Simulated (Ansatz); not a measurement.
**Y: other elements on the same sites**

The task here is to estimate one member of a computed series from the others.

Computed with Ansatz 0.2.0 (DFT PBEsol, scalar-relativistic, plane waves, PAW, unless a step's input says otherwise).

## The structure to begin with

Symmetry: Fm-3m, No. 225, cubic system. Conventional cell: a = 4.977 Å, b = 4.977 Å, c = 4.977 Å, α = 90.00°, β = 90.00°, γ = 90.00°. Y (site symmetry m-3m) has 12 Y at 3.52 Å in its first shell of neighbours.

Structure file:

```xyz
1
Lattice="0.0000 2.4885 2.4885 2.4885 0.0000 2.4885 2.4885 2.4885 0.0000" Properties=species:S:1:pos:R:3 pbc="T T T"
Y     0.0000    0.0000    0.0000
```

It is the result of an earlier relaxation at this level (volume 30.82 Å³/atom; gap on the mesh: none (metal)).

The first run:

The input, input.yaml:

```yaml
crystal:
  lattice:
    - [0.0, 2.0330835646, 2.0330835646]
    - [2.0330835646, 0.0, 2.0330835646]
    - [2.0330835646, 2.0330835646, 0.0]
  atoms:
    - { symbol: In, position: [0.0, 0.0, 0.0] }
basis:
  ecutwfc: 420
kpoints:
  mp_grid: { grid: [8, 8, 8] }
hamiltonian:
  xc: pbesol
scf:
  occupations: { method: gaussian, width: 0.1 }
output:
  forces: true
  stress: true
  eigenvalues: true
```

Launch:

```
> ansatz run input.yaml --threads 1 --pin off --max-ram 2560MiB --backend cpu --events-out ev --progress --plain --runs-dir out
```

Among the steps run: Quick check of gap, pressure and forces (In); A loose first relaxation (In); The relaxation (In); Quick check of gap, pressure and forces (Sc); Full relaxation (Sc).

One of the session's tables, all rows but one given; the rest of the session is left out.

It belongs to the step «The crystals compared». Lengths are those of the vectors of the cell that was run:

| swap | volume (Å³/atom) | a (Å) | b (Å) | c (Å) |
| --- | --- | --- | --- | --- |
| none | 30.82 | 3.519 | 3.519 | 3.519 |
| Y → Ga | 17.79 | 2.930 | 2.930 | 2.930 |
| Y → Zr | 22.22 | 3.156 | 3.156 | 3.156 |
| Y → Al | 16.19 | 2.840 | 2.840 | 2.840 |
| Y → Bi | 30.25 | 3.497 | 3.497 | 3.497 |
| Y → In | 25.60 | 3.308 | 3.308 | 3.308 |
| Y → Sc | ? | ? | ? | ? |

Estimate the missing values for Y → Sc.

As computed: volume (Å³/atom): 23.58; a (Å): 3.219; b (Å): 3.219; c (Å): 3.219. In the column «volume (Å³/atom)» it lies between Y → Zr (22.22) and Y → In (25.60).

Lengths are those of the computed cell. Rows of earlier swaps come from the sessions before.
